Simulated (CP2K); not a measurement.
Crystal: Si2W.

```
CELL_PARAMETERS angstrom
4.52671 0.00000 0.00000
2.24503 3.93077 0.00000
-3.38587 -1.96538 2.27250
ATOMIC_POSITIONS crystal
W 0.00000 0.00000 0.00000
Si 0.66530 0.66530 0.00000
Si 0.33470 0.33470 0.00000
```

Base run:

```yaml
Program: CP2K 2026.2
Functional: PBE
Dispersion: rVV10
Potentials_or_basis: POTENTIAL_UZH W GTH-PBE-q14, Si GTH-PBE-q4; TZVP-MOLOPT-PBE-GTH basis
Density_cutoff: 6123 eV
k_mesh: 12 × 12 × 12
Occupations: fermi-dirac, width 0.05 eV
Spin: no spin polarisation
```

Its results: band gap on the k mesh none (metal or under the smearing width); pressure 2.0 GPa; largest force 0.069 eV/Å.

**Question.** After a change of settings the same cell gave: band gap on the k mesh none (metal or under the smearing width); pressure -4.5 GPa; largest force 0.057 eV/Å. Which change was it?
A. dispersion from rVV10 to D3(BJ)
B. dispersion from rVV10 to none
C. dispersion from rVV10 to D3(BJ)+ATM
D. dispersion from rVV10 to none; density cutoff from 6123 eV to 9184 eV; cutoff of the grids from 450 Ry to 675 Ry

**Answer.** A.

Caveats: the basis of atomic orbitals isn't converged, which shifts pressures, moduli and gaps; pairwise dispersion overbinds metals, which lowers pressure and volume.
